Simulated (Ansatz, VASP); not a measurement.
# AlRu: VASP beside Ansatz

```xyz
2
Lattice="2.9019 0.0000 0.0000 0.0000 2.9916 0.0000 0.0000 0.0000 2.9916" Properties=species:S:1:pos:R:3 pbc="T T T"
Al    0.0000    0.0000    0.0000
Ru    1.4509    1.4958    1.4958
```

Change from the starting cell: strain -0.0300 x Voigt [1, 0, 0, 0, 0, 0], atoms carried along.

Alike in both runs: task single point; functional PBE; k mesh 16 × 16 × 16; occupations gaussian, width 0.15 eV; no spin polarisation.

```csv
,VASP,Ansatz
version,VASP 6.6.1,Ansatz 0.2.0
potentials or method,"VASP PAW PBE potentials, release 64 (Al, Ru_pv)","scalar-relativistic, plane waves, PAW"
plane-wave cutoff (eV),520,420
valence electrons in the cell,17,19
```

Ansatz gave:

| Property | Result |
| --- | --- |
| gap on the k mesh at the Fermi level (eV) | none |
| pressure (GPa) | 9.7 |
| largest component of the traceless stress (GPa) | 3.95 |

Question: Estimate VASP's values.

Answer: gap on the k mesh at the Fermi level (eV): none; pressure (GPa): 9.7; largest component of the traceless stress (GPa): 3.97.

A gap of «none» marks a metal or a gap that the smearing closes. The functional is the same, so the differences come from potentials, cutoffs and numerics. The two sets of potentials don't hold the same shells in valence.
